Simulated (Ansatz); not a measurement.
The system is KBr.

```
Br K
1.0
     0.00000    3.30000    3.30000
     3.30000    0.00000    3.30000
     3.30000    3.30000    0.00000
Br K
1 1
Direct
  0.50000 0.50000 0.50000
  0.00000 0.00000 0.00000
```

| Item | Value |
| --- | --- |
| Program | Ansatz 0.2.0 |
| Task | relaxation of cell and atoms |
| Functional | revPBE |
| Potentials or basis | all-electron LAPW, scalar-relativistic |
| Basis error allowed | 0.001 eV/atom |
| k mesh | 7 × 7 × 7 |
| Occupations | fermi-dirac, width 0.05 eV |
| Spin | no spin polarisation |

At the start: volume 35.94 Å³/atom.

Q: How do energy, volume and symmetry change on relaxing?

A: Over 5 steps the energy falls by 25.6 meV/atom and the volume is 40.92 Å³/atom (+13.9 %); space group Fm-3m (No. 225, to 0.05 Å).

Step by step:
```tsv
step	energy change (eV)	largest force (eV/Å)	volume (Å³)
1	0.0000	0.0000	71.87
2	-0.0356	0.0000	76.04
3	-0.0507	0.0000	80.65
4	-0.0513	0.0000	81.84
5	-0.0513	0.0000	81.84
```

Final structure:
```yaml
crystal:
  lattice:
    - [0.00000, 3.44598, 3.44598]
    - [3.44598, 0.00000, 3.44598]
    - [3.44598, 3.44598, 0.00000]
  atoms:
    - { symbol: Br, position: [0.50000, 0.50000, 0.50000] }
    - { symbol: K, position: [0.00000, 0.00000, 0.00000] }
```

Caveat: the volume moved by +14 % from the deposited cell, more than functionals usually miss.
